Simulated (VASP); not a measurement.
Input of a VASP 6.6.1 run:

The input INCAR:

```
SYSTEM = ZrH
  PREC = Normal
  ENCUT = 520
  EDIFF = 1E-4
  ISMEAR = 0
  SIGMA = 0.15
  LREAL = .False.
  LASPH = .True.
  NELM = 60
  ALGO = Fast
  ISIF = 3
  LWAVE = .False.
  LCHARG = .False.
  GGA = PE
  IBRION = 2
  NSW = 24
  EDIFFG = -0.08
```

The input KPOINTS:

```
Automatic mesh
0
Gamma
  8 8 8
  0 0 0
```

File POSCAR:

```
ZrH
1.0
    0.0000000000      2.2700000000      2.2700000000
    2.2700000000      0.0000000000      2.2700000000
    2.2700000000      2.2700000000      0.0000000000
Zr H
1 1
Direct
    0.0000000000      0.0000000000      0.0000000000
    0.7500000000      0.7500000000      0.7500000000
```

Potentials or basis: VASP PAW PBE potentials, release 64 (Zr_sv, H).

Launch:

```bash
$ cat potpaw_PBE.64/Zr_sv/POTCAR potpaw_PBE.64/H/POTCAR > POTCAR
$ mpirun -np 1 vasp_std > vasp.out
```

**Question.** Estimate the relaxed cell.

**Answer.** a = 3.363 Å, b = 3.363 Å, c = 3.363 Å, α = 60.00°, β = 60.00°, γ = 60.00°.

**Question.** Predict the space group after relaxing (to 0.05 Å).

**Answer.** F-43m (No. 216).

Final structure:
```yaml
crystal:
  lattice:
    - [0.00000, 2.37785, 2.37785]
    - [2.37785, 0.00000, 2.37785]
    - [2.37785, 2.37785, 0.00000]
  atoms:
    - { symbol: Zr, position: [0.00000, 0.00000, 0.00000] }
    - { symbol: H, position: [0.75000, 0.75000, 0.75000] }
```
